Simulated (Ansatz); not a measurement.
# Al (Im-3m), clamped-ion strain scan

Method: DFT PBEsol, scalar-relativistic, plane waves, PAW (Ansatz). Settings: plane waves to 420 eV, k-mesh 26×26×26 (Γ-centred), Gaussian smearing 0.15 eV. No spin polarisation. Energies are free energies at this smearing, counted from the undisturbed cell; pressure is positive in compression.

Reference structure (relaxed at this level; with this scan's settings it stands at -0.1 GPa; this bcc form isn't the usual structure):

```
Al
1.0
    -1.60644    1.60644    1.60644
     1.60644   -1.60644    1.60644
     1.60644    1.60644   -1.60644
Al
1
Cartesian
  0.0000 0.0000 0.0000
```

The cell is strained by ε times the Voigt pattern (0, 0, 0, 0, 0, 1) (xx, yy, zz, yz, xz, xy; engineering shear) with fractional coordinates fixed. The cell is metallic on the mesh throughout.

| ε | ΔE (meV/atom) | stress summed along the pattern (GPa, tension positive) | pressure (GPa) |
| --- | --- | --- | --- |
| -0.1500 | 54.2 | -7.15 | 2.3 |
| -0.0750 | 13.0 | -3.36 | 0.5 |
| 0.0000 | 0.0 | 0.00 | -0.1 |
| 0.0187 | 0.9 | 0.85 | 0.0 |
| 0.0375 | 3.2 | 1.61 | 0.1 |
| 0.0562 | 7.3 | 2.53 | 0.3 |
| 0.0937 | 20.4 | 4.22 | 0.8 |
| 0.1125 | 29.6 | 5.16 | 1.2 |
| 0.1312 | 40.8 | 6.28 | 1.7 |

By symmetry 0.1500 repeats -0.1500, -0.1125 repeats 0.1125, 0.0750 repeats -0.0750, -0.0375 repeats 0.0375 in energy, with the opposite slope along the path.